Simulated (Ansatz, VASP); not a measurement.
## One calculation of Lu, two programs

File INCAR:

```
SYSTEM = Lu
  PREC = Accurate
  ENCUT = 520
  EDIFF = 1E-6
  ISMEAR = -1
  SIGMA = 0.1
  LREAL = .FALSE.
  LASPH = .TRUE.
  NELM = 100
  ALGO = Normal
  ISIF = 2
  LWAVE = .FALSE.
  LCHARG = .TRUE.
  GGA = CA
  LELF = .TRUE.
  LVHAR = .TRUE.
  NBANDS = 18
```

Contents of KPOINTS:

```
Automatic mesh
0
G
  13 13 13
  0 0 0
```

File POSCAR:

```
Lu
1.0
    0.0000000000      2.2422724846      2.2422724846
    2.2422724846      0.0000000000      2.2422724846
    2.2422724846      2.2422724846      0.0000000000
Lu
1
Direct
    0.0000000000      0.0000000000      0.0000000000
```

Input for Ansatz:

```yaml
crystal:
  lattice:
    - [0.0, 2.2422724846, 2.2422724846]
    - [2.2422724846, 0.0, 2.2422724846]
    - [2.2422724846, 2.2422724846, 0.0]
  atoms:
    - { symbol: Lu, position: [0.0, 0.0, 0.0] }
hamiltonian:
  xc: lda
  pseudopotentials:
    kind: paw
    azcp:
      Lu: "pseudopotentials/Lu.paw.azcp"
basis:
  ecutwfc: 420
  fft_grid_basis: typed
kpoints:
  mp_grid: { grid: [13, 13, 13], shift: [0, 0, 0] }
magnetization:
  spin_polarized: false
scf:
  occupations: { method: fermi_dirac, width: 0.1 }
  lower_state_search: "off"
output:
  stress: true
```

Alike in both runs: task single point; functional LDA; k mesh 13 × 13 × 13; occupations fermi-dirac, width 0.1 eV; no spin polarisation.

```csv
,VASP,Ansatz
version,VASP 6.6.1,Ansatz 0.2.0
potentials or method,"VASP PAW PBE potentials, release 64 (Lu)","plane waves (420 eV) with PAW, scalar-relativistic"
plane-wave cutoff (eV),520,420
valence electrons in the cell,25,25
```

```csv
,VASP,Ansatz,Ansatz less VASP
pressure (GPa),8.8,8.4,-0.42
```

Ansatz warned: «pseudo_functional_mismatch».

Caveats: the PAW data sets were made with another functional, which shifts forces and pressure a little (VASP). Spin-orbit coupling is left out, which matters for the levels of Lu.
